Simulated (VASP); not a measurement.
# ZnSe (Stilleite) (F-43m) in VASP: further runs, part 4 of 4

VASP 6.6.1. The steps go on from the part before.

### Step 6. G0W0 quasiparticle levels, PBE

The input, POSCAR:

```
ZnSe
1.0
    0.0000000000      2.8338000000      2.8338000000
    2.8338000000      0.0000000000      2.8338000000
    2.8338000000      2.8338000000      0.0000000000
Se Zn
1 1
Direct
    0.7500000000      0.7500000000      0.7500000000
    0.0000000000      0.0000000000      0.0000000000
```

The input, INCAR.step1:

```
SYSTEM = ZnSe
ALGO = Normal
EDIFF = 1E-8
ENCUT = 450
GGA = PE
ISMEAR = 0
LASPH = .True.
LCHARG = .False.
LREAL = .False.
LWAVE = .True.
NELM = 60
PREC = Accurate
SIGMA = 0.01
```

The input, INCAR.step2:

```
SYSTEM = ZnSe
ALGO = Exact
EDIFF = 1E-8
ENCUT = 450
GGA = PE
ISMEAR = 0
ISTART = 1
LASPH = .True.
LCHARG = .False.
LOPTICS = .True.
LREAL = .False.
LWAVE = .True.
NBANDS = 63
NELM = 1
PREC = Accurate
SIGMA = 0.01
```

The input, INCAR.step3:

```
SYSTEM = ZnSe
ALGO = EVGW0
EDIFF = 1E-8
ENCUT = 450
ENCUTGW = 150
GGA = PE
ISMEAR = 0
ISTART = 1
LASPH = .True.
LCHARG = .False.
LREAL = .False.
LWAVE = .False.
NBANDS = 63
NBANDSGW = 17
NELMGW = 1
NOMEGA = 48
PREC = Accurate
PRECFOCK = Fast
SIGMA = 0.01
```

The input, KPOINTS:

```
k-points
0
Gamma
  4 4 4
  0 0 0
```

Potentials or basis: VASP PAW PBE potentials, release 64 (Se_GW, Zn_GW).

Launch:

```bash
$ cat potpaw_PBE.64/Se_GW/POTCAR potpaw_PBE.64/Zn_GW/POTCAR > POTCAR
$ cp INCAR.step1 INCAR
$ mpirun -np 1 vasp_std > vasp.out
$ cp INCAR.step2 INCAR
$ mpirun -np 1 vasp_std > vasp.out
$ cp INCAR.step3 INCAR
$ mpirun -np 1 vasp_std > vasp.out
```

OUTCAR:

```text
SYSTEM = ZnSe
   EDIFF = 1E-8
   ENCUT = 450
   ENCUTGW = 150
   GGA = PE
   ISMEAR = 0
   ISTART = 1
   LASPH = .True.
   LREAL = .False.
   NELMGW = 1
   PREC = Accurate
   PRECFOCK = Fast

 Found      8 irreducible k-points:

 Following reciprocal coordinates:
            Coordinates               Weight
  0.000000  0.000000  0.000000      1.000000
  0.250000  0.000000  0.000000      8.000000
  0.500000  0.000000  0.000000      4.000000
  0.250000  0.250000  0.000000      6.000000
  0.500000  0.250000  0.000000     24.000000
 -0.250000  0.250000  0.000000     12.000000
   k-points           NKPTS =      8   k-points in BZ     NKDIM =     64   number of bands    NBANDS=     63
   number of dos      NEDOS =    301   number of ions     NIONS =      2
   total plane-waves  NPLWV =  21952
   dimension x,y,z NGX =    28 NGY =   28 NGZ =   28
   dimension x,y,z NGXF=    56 NGYF=   56 NGZF=   56
   ions per type =               1   1
   NGX,Y,Z   is equivalent  to a cutoff of  11.62, 11.62, 11.62 a.u.
   NGXF,Y,Z  is equivalent  to a cutoff of  23.23, 23.23, 23.23 a.u.
 SYSTEM =  ZnSe
   PREC   = accura    normal or accurate (medium, high low for compatibility)
   ISTART =      1    job   : 0-new  1-cont  2-samecut
   ICHARG =      0    charge: 1-file 2-atom 10-const
   ISPIN  =      1    spin polarized calculation?
   LNONCOLLINEAR =      F non collinear calculations
   LSORBIT =      F    spin-orbit coupling
   LASPH  =      T    aspherical Exc in radial PAW
   ENCUT  =  450.0 eV  33.07 Ry    5.75 a.u.   6.93  6.93  6.93*2*pi/ulx,y,z
   NELM   =     60;   NELMIN=  2; NELMDL=  0     # of ELM steps
   EDIFF  = 0.1E-07   stopping-criterion for ELM
   LREAL  =      F    real-space projection
   EDIFFG = 0.1E-06   stopping-criterion for IOM
   NSW    =      0    number of steps for IOM
   IBRION =     -1    ionic relax: 0-MD 1-quasi-New 2-CG
   NFREE  =      0    steps in history (QN), initial steepest desc. (CG)
   ISIF   =      0    stress and relaxation
   ISYM   =      3    0-nonsym 1-usesym 2-fastsym
   POTIM  = 0.5000    time-step for ionic-motion
   TEBEG  =    0.0;   TEEND  =   0.0 temperature during run
   PSTRESS=    0.0 pullay stress
   NELECT =      18.0000    total number of electrons
   NUPDOWN=      -1.0000    fix difference up-down
   EMIN   =  10.00;   EMAX   =-10.00  energy-range for DOS
   EFERMI =   0.00;   METHOD = LEGACY
   ISMEAR =     0;   SIGMA  =   0.01  broadening in eV -4-tet -1-fermi 0-gaus
   EFERMI_NEDOS =   21; number of points for ismear=-14 and -15
   IALGO  =     38    algorithm
   IMIX   =      4    mixing-type and parameters
     AMIX     =   0.40;   BMIX     =  1.00
     AMIX_MAG =   1.60;   BMIX_MAG =  1.00
  volume/ion in A,a.u.               =      22.76       153.57
  Fermi-wavevector in a.u.,A,eV,Ry     =   1.201673  2.270834 19.647073  1.444019
  Thomas-Fermi vector in A             =   2.337476
   LORBIT       =      0    0 simple, 1 ext, 2 COOP (PROOUT), +10 PAW based schemes
   GGA     = PE    functional components
   LHFCALC =     T    Hartree Fock is set to
   PRECFOCK=fast      Normal, Fast or Accurate (Low or Medium for compatibility)
   ENCUT4O =  -1.0   cutoff for four orbital integrals eV
   NKREDX  =     1    reduce k-point grid by
   NKREDY  =     1    reduce k-point grid by
   NKREDZ  =     1    reduce k-point grid by
   AEXX    =    1.0000 exact exchange contribution
   HFSCREEN=    0.0000 screening length (either q_TF or 0.3 A-1)
   HFSCREENC=   0.0000 screening length for correlation (either q_TF or 0.3 A-1)
   ENCUTFOCK=  -1.0 apply spherical cutoff to Coloumb kernel
   IVDW    =     0    specifies the selected vdW correction
   LEPSILON=     F    determine dielectric tensor
   LRPA    =     F    only Hartree local field effects (RPA)
   LRPAFORCE           =     F    calculate RPA forces
   ENCUTGW             = 150.0    cutoff for response function in eV
   ENCUTGWSOFT         = 120.0    soft cutoff for Coulomb kernel in GW response function in eV
   ENCUTLF             =  -1.0    cutoff for local field effects
   NELMGW              =     1    number of iterations in solving QP/BSE equation
   NELMHF              =     1    number of iterations in the inner HF iteration
   NKREDLFX            =     1    NKREDLFY  =   1   NKREDLFZ  =   1
 non-spin polarized calculation
 Gauss-broadening in eV      SIGMA  =   0.01
  energy-cutoff  :      450.00
  volume of cell :       45.51
 maximum number of plane-waves:       992
  NGX = 16; NGY = 16; NGZ = 16
   NGX = 13   NGY = 13   NGZ = 13
 maximum number of plane-waves:       200

 QP shifts <psi_nk| G(iteration)W_0 |psi_nk>: iteration 1
 for sc-GW calculations column KS-energies equals QP-energies in previous step
 and V_xc(KS)=  KS-energies - (<T + V_ion + V_H > + <T+V_H+V_ion>^1  + <V_x>^1)

 k-point   1 :       0.0000    0.0000    0.0000
  band No.  KS-energies  QP-energies   sigma(KS)   V_xc(KS)     V^pw_x(r,r')   Z            occupation Imag(sigma)

      1     -10.5789     -10.9274     -12.8516     -12.3136     -19.8450       0.6479       2.0000       1.1266
      2      -3.8940      -5.3723     -21.9056     -19.6867     -30.8350       0.6662       2.0000       0.3557
      3      -3.8940      -5.3723     -21.9056     -19.6867     -30.8350       0.6662       2.0000       0.3557
      4      -3.8940      -5.3723     -21.9056     -19.6867     -30.8350       0.6662       2.0000       0.3557
      5      -3.5273      -5.0970     -22.8399     -20.4991     -32.0202       0.6706       2.0000       0.3460
      6      -3.5273      -5.0970     -22.8399     -20.4991     -32.0202       0.6706       2.0000       0.3460
[... 9 lines left out ...]
     16      14.1157      14.5464      -9.7521     -10.3254      -5.0062       0.7512       0.0000      -0.2909
     17      15.7061      15.6970      -7.6188      -7.6068      -2.2686       0.7622       0.0000      -0.5326

 k-point   2 :       0.2500    0.0000    0.0000
  band No.  KS-energies  QP-energies   sigma(KS)   V_xc(KS)     V^pw_x(r,r')   Z            occupation Imag(sigma)

      1     -10.2153     -10.5629     -13.0903     -12.5589     -19.9612       0.6542       2.0000       1.0950
      2      -3.8437      -5.3290     -22.0122     -19.7856     -30.9683       0.6671       2.0000       0.3557
      3      -3.8437      -5.3290     -22.0122     -19.7856     -30.9683       0.6671       2.0000       0.3557
      4      -3.8314      -5.2729     -21.2905     -19.1365     -29.9165       0.6692       2.0000       0.3537
      5      -3.5272      -5.0996     -22.8351     -20.4961     -32.0202       0.6723       2.0000       0.3467
      6      -3.5272      -5.0996     -22.8351     -20.4961     -32.0202       0.6723       2.0000       0.3467
[... 9 lines left out ...]
     16      13.3717      13.4114      -7.2841      -7.3368      -2.2235       0.7525       0.0000      -0.3040
     17      16.6282      16.9443      -8.3632      -8.7835      -2.8084       0.7522       0.0000      -0.5644

 k-point   3 :       0.5000    0.0000    0.0000
  band No.  KS-energies  QP-energies   sigma(KS)   V_xc(KS)     V^pw_x(r,r')   Z            occupation Imag(sigma)

      1      -9.7860     -10.1231     -13.4443     -12.9363     -20.2039       0.6636       2.0000       1.0451
      2      -3.8070      -5.3000     -22.0826     -19.8487     -31.0544       0.6684       2.0000       0.3550
      3      -3.8070      -5.3000     -22.0826     -19.8487     -31.0544       0.6684       2.0000       0.3550
      4      -3.5092      -5.0808     -22.8919     -20.5536     -32.1040       0.6722       2.0000       0.3482
      5      -3.5092      -5.0808     -22.8919     -20.5536     -32.1040       0.6722       2.0000       0.3482
      6      -3.3675      -4.9097     -22.7205     -20.4282     -31.8543       0.6728       2.0000       0.3509
[... 9 lines left out ...]
     16      15.7424      16.1961      -9.3604      -9.9614      -3.9884       0.7549       0.0000      -0.4806
     17      16.8400      17.4626      -9.3581     -10.1815      -3.7387       0.7561       0.0000      -0.6569

 k-point   4 :       0.2500    0.2500    0.0000
  band No.  KS-energies  QP-energies   sigma(KS)   V_xc(KS)     V^pw_x(r,r')   Z            occupation Imag(sigma)

      1     -10.0931     -10.4406     -13.1715     -12.6438     -20.0044       0.6586       2.0000       1.0868
      2      -3.9037      -5.3210     -20.9888     -18.8675     -29.5030       0.6681       2.0000       0.3537
      3      -3.7840      -5.2823     -22.1423     -19.9032     -31.1337       0.6692       2.0000       0.3561
      4      -3.7840      -5.2823     -22.1423     -19.9032     -31.1337       0.6692       2.0000       0.3561
      5      -3.5526      -5.1110     -22.7006     -20.3758     -31.8471       0.6704       2.0000       0.3476
      6      -3.5033      -5.0797     -22.8955     -20.5526     -32.0965       0.6729       2.0000       0.3462
[... 9 lines left out ...]
     16      16.4378      16.8250      -8.4473      -8.9626      -2.8292       0.7513       0.0000      -0.5647
     17      17.9008      17.9969      -7.8351      -7.9616      -2.3643       0.7589       0.0000      -0.6458

 k-point   5 :       0.5000    0.2500    0.0000
  band No.  KS-energies  QP-energies   sigma(KS)   V_xc(KS)     V^pw_x(r,r')   Z            occupation Imag(sigma)

      1      -9.6602      -9.9948     -13.5332     -13.0344     -20.2672       0.6707       2.0000       1.0336
      2      -3.8105      -5.2707     -21.5438     -19.3623     -30.2656       0.6694       2.0000       0.3537
      3      -3.7258      -5.2324     -22.2900     -20.0421     -31.3250       0.6702       2.0000       0.3555
      4      -3.6276      -5.1484     -22.2181     -19.9524     -31.1907       0.6712       2.0000       0.3518
      5      -3.5003      -5.0774     -22.9025     -20.5636     -32.1148       0.6743       2.0000       0.3472
      6      -3.3849      -4.8984     -22.4036     -20.1564     -31.3692       0.6735       2.0000       0.3483
[... 9 lines left out ...]
     16      16.7687      17.2324      -9.1740      -9.7878      -3.6350       0.7553       0.0000      -0.6214
     17      16.9932      17.2911      -8.4778      -8.8714      -3.0425       0.7568       0.0000      -0.5603

 k-point   6 :      -0.2500    0.2500    0.0000
  band No.  KS-energies  QP-energies   sigma(KS)   V_xc(KS)     V^pw_x(r,r')   Z            occupation Imag(sigma)

      1      -9.8056     -10.1435     -13.4103     -12.8986     -20.1725       0.6603       2.0000       1.0492
      2      -3.7954      -5.2867     -21.9769     -19.7486     -30.8954       0.6692       2.0000       0.3549
      3      -3.7778      -5.2754     -22.1673     -19.9309     -31.1651       0.6696       2.0000       0.3557
      4      -3.6399      -5.0960     -21.4042     -19.2372     -30.0129       0.6720       2.0000       0.3494
      5      -3.5391      -5.1057     -22.7951     -20.4605     -31.9754       0.6710       2.0000       0.3476
      6      -3.4774      -5.0236     -22.6285     -20.3350     -31.7064       0.6741       2.0000       0.3482
[... 9 lines left out ...]
     16      16.7492      17.1827      -9.2556      -9.8295      -3.7209       0.7552       0.0000      -0.6156
     17      17.2388      17.5040      -8.2175      -8.5671      -2.8252       0.7585       0.0000      -0.5319

 [... further k-points ...]
```

It took 48 s on 1 thread of Intel Xeon 6975P-C (Granite Rapids), shared host; peak memory 0.34 GiB.

These settings aren't checked as converged: the numbers below hold their error.

What came out:

* Band gap on the k mesh, mean-field level: 1.27 eV, direct
* Quasiparticle gap: 2.39 eV
* Least direct quasiparticle gap: 2.39 eV

Caveat: the k mesh is coarse (spacing up to 0.48 Å⁻¹), so the values aren't converged; bands, screening cutoff and mesh are small and nothing is extrapolated, so the quasiparticle values aren't converged.

### Step 7. For comparison

An earlier run on the cell as given: functional PBE; potentials or basis VASP PAW PBE potentials, release 64 (Se, Zn); cutoff 520 eV; k mesh 8 × 8 × 8; occupations fermi-dirac, width 0.05 eV; no spin polarisation.

* Pressure: 2.3 GPa
* Band gap on the k mesh: 1.29 eV, direct
